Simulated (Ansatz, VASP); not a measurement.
Ta2N: VASP beside Ansatz

```
Ta N
1.0
     3.11286    0.00000    0.00000
    -1.55643    2.69582    0.00000
     0.00000    0.00000    4.86984
Ta N
2 1
Direct
  0.33333 0.66667 0.25471
  0.66667 0.33333 0.74529
  0.00000 0.00000 0.00000
```

The cell comes from a database or a generator and needn't be the stable form of this composition.

Alike in both runs: task relaxation of cell and atoms; functional RPBE; dispersion D4; k mesh 10 × 10 × 6; occupations fermi-dirac, width 0.05 eV; no spin polarisation.

```csv
,VASP,Ansatz
version,VASP 6.6.1,Ansatz 0.2.0
potentials or method,"VASP PAW PBE potentials, release 64 (Ta_pv, N)",Ansatz PAW
plane-wave cutoff (eV),600,420
valence electrons in the cell,27,31
```

|  | VASP | Ansatz | Ansatz less VASP |
| --- | --- | --- | --- |
| gap on the k mesh at the Fermi level, each at its own relaxed structure (eV) | none | none | - |
| relaxed volume (Å³/atom) | 13.42 | 13.40 | -0.015 |
| relaxed cell length with the largest relative difference (Å) | 4.887 | 4.883 | -0.0032 |
| energy change over the relaxation (meV/atom) | -3 | -4 | -0.2 |

A gap of «none» marks a metal or a gap that the smearing closes. The two sets of potentials don't hold the same shells in valence.

Caveats: pairwise dispersion overbinds metals, which lowers pressure and volume; the PAW data sets were made with another functional, which shifts forces and pressure a little (VASP); the plane-wave basis is chosen anew once the cell has moved, so the energies of steps on either side of that aren't comparable (Ansatz); the PAW data sets come from PBE, with cores solved anew for the run's functional, which leaves a small shift of forces and pressure (Ansatz). The runs have no spin-orbit coupling, so splittings on Ta are missing.
